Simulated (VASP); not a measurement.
# Results of a VASP single-point calculation on TePb (rocksalt)

POSCAR

```
Pb Te
 1.0000000000000000
    -0.0000000000000000    3.2678368440065522    3.2678368440065522
     3.2678368440065522   -0.0000000000000000    3.2678368440065522
     3.2678368440065522    3.2678368440065522    0.0000000000000000
 Pb  Te
   1   1
Cartesian
  0.0000000000000000  0.0000000000000000  0.0000000000000000
  3.2678368440065522  3.2678368440065522  3.2678368440065522
```

```yaml
gap_between_bands_v_and_c: 0.10 eV
least_direct_gap: 0.10 eV
```

Band v is the last that the valence electrons fill when counted band by band, and c is the next. Levels in eV from the top of v:

```tsv
point	v−1	v	c	c+1
Γ	-0.99	-0.99	2.63	2.63
X	-2.40	-2.40	3.38	3.38
W	-0.40	-0.40	1.51	1.51
K	-1.84	-1.84	3.00	3.00
L	0.00	0.00	0.10	0.10
```

Problem. Which of these levels of theory gave these results?
A. PBE with spin–orbit coupling
B. HSE06
C. PBEsol
D. PBE0
E. r²SCAN
F. PBE
G. LDA

Solution. A.

The INCAR was:

```
LSORBIT = .TRUE.
EDIFF = 1E-7
NBANDS = 31
LREAL = .FALSE.
ISIF = 2
LWAVE = .FALSE.
SIGMA = 0.02
ISMEAR = -1
PREC = Accurate
LCHARG = .FALSE.
NSW = 0
LASPH = .TRUE.
IBRION = -1
MAGMOM = 0.0 0.0 0.0 0.0 0.0 0.0
ENCUT = 520
GGA = PE
GGA_COMPAT = .FALSE.
NELM = 120
```
